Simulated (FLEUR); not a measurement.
Runs of FLEUR MaX-R8.1 (later development tree) on AlN. It takes space group P6_3mc (No. 186, hexagonal). The conventional cell has a = 3.113 Å, b = 3.113 Å, c = 4.981 Å, α = 90.00°, β = 90.00°, γ = 120.00°. Al (site symmetry 3m) has 4 N at 1.89 Å as nearest neighbours. Around N (site symmetry 3m) lie 4 Al at 1.89 Å. 

```csv
task,level,gmax,muffin-tin radii,lnonsphr,max iterations,mixing factor,kmax,gap on the mesh (eV),V0 of scaled cells (Å³/atom),B0 (GPa)
band structure,LDA,17.2 1/bohr,"Al 1.77, N 1.54 bohr","Al 8, N 8",60,0.05,5.54 1/bohr,4.24,-,-
single point,PBE,15 1/bohr,"Al 1.72, N 1.49 bohr",-,60,0.05,4.83 1/bohr,(a),-,-
single point,PBEsol,17.7 1/bohr,"Al 1.72, N 1.49 bohr","Al 8, N 8",60,0.05,5.7 1/bohr,4.14,-,-
band structure,PBEsol,17.2 1/bohr,"Al 1.77, N 1.54 bohr","Al 8, N 8",60,0.05,5.54 1/bohr,4.14,-,-
equation of state,PBEsol,17.7 1/bohr,"Al 1.72, N 1.49 bohr","Al 8, N 8",-,-,5.7 1/bohr,-,10.46,201
band structure,r2SCAN,17.2 1/bohr,"Al 1.77, N 1.54 bohr","Al 8, N 8",80,0.05,5.54 1/bohr,(b),-,-
equation of state,PBE,15 1/bohr,"Al 1.72, N 1.49 bohr",-,-,-,4.83 1/bohr,-,10.64,194
```

Alike in all rows: potentials or basis all-electron, FLAPW; no spin polarisation; cell as given; k mesh 10 × 10 × 6; smearing fermi-dirac 0.05 eV.

Fill in the values left out.

(a) 4.22; (b) 4.89.

Caveats: the cell was scaled at fixed shape and fractional positions, which overstates the stiffness of a crystal with free parameters, most of all of layers and chains (some runs); the meta-GGA is that of a development version, with a GGA for the radial functions and cores and without core tails (some runs); the plane-wave cutoff is short for the semicore states, which can make moduli rough (some runs).

A k mesh can miss the band edges.

Not every run made on this cell is shown here.
